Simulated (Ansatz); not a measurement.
**Ge: substituted relatives**

The task here is to estimate one member of a computed series from the others.

Computed with Ansatz 0.2.0 (DFT PBEsol, scalar-relativistic, plane waves, PAW, unless a step's input says otherwise).

1 further run of the same task is left out (set aside as unsound or not needed).

### Starting point

Symmetry: Fd-3m, No. 227, cubic system. Conventional cell: a = 5.675 Å, b = 5.675 Å, c = 5.675 Å, α = 90.00°, β = 90.00°, γ = 90.00°. Ge (site symmetry -43m) has 4 Ge at 2.46 Å as nearest neighbours.

Coordinates:

```
Ge
1.0
     0.00000    2.83743    2.83743
     2.83743    0.00000    2.83743
     2.83743    2.83743    0.00000
Ge
2
Direct
  0.50000 0.50000 0.50000
  0.75000 0.75000 0.75000
```

It goes back to an entry of the Materials Project.

It is the result of an earlier relaxation at this level (volume 22.84 Å³/atom; gap on the mesh: none (metal)).

Set-up of the first run:

input.yaml

```yaml
crystal:
  lattice:
    - [0.0, 3.2376298836, 3.2376298836]
    - [3.2376298836, 0.0, 3.2376298836]
    - [3.2376298836, 3.2376298836, 0.0]
  atoms:
    - { symbol: Pb, position: [0.5, 0.5, 0.5] }
    - { symbol: Pb, position: [0.75, 0.75, 0.75] }
basis:
  ecutwfc: 420
kpoints:
  mp_grid: { grid: [6, 6, 6] }
hamiltonian:
  xc: pbesol
scf:
  occupations: { method: gaussian, width: 0.1 }
output:
  forces: true
  stress: true
  eigenvalues: true
```

Started as:

```bash
$ ansatz run input.yaml --threads 1 --pin off --max-ram 2560MiB --backend cpu --events-out ev --progress --plain --runs-dir out
```

Among the steps run: Probe: one point at the start (Pb); Rough relaxation on the coarse mesh (Pb); Full relaxation (Pb); Probe: one point at the start (Sn); The relaxation (Sn); Second relaxation (Sn).

One table of the session follows, with a row left open; its other results are not shown here.

It belongs to the step «The crystals compared». Lengths are those of the vectors of the cell that was run:

| swap | volume (Å³/atom) | a (Å) | b (Å) | c (Å) |
| --- | --- | --- | --- | --- |
| none | 22.84 | 4.013 | 4.013 | 4.013 |
| Ge → Ru | 19.58 | 3.812 | 3.812 | 3.812 |
| Ge → C | ? | ? | ? | ? |
| Ge → Pb | 41.30 | 4.888 | 4.888 | 4.888 |
| Ge → Sn | 34.98 | 4.625 | 4.625 | 4.625 |

Q: Estimate the row for Ge → C from the others.

**Answer.** volume (Å³/atom): 5.61; a (Å): 2.513; b (Å): 2.513; c (Å): 2.513. In the column «volume (Å³/atom)» it is the lowest.

Lengths are those of the computed cell. Rows of earlier swaps come from the sessions before.
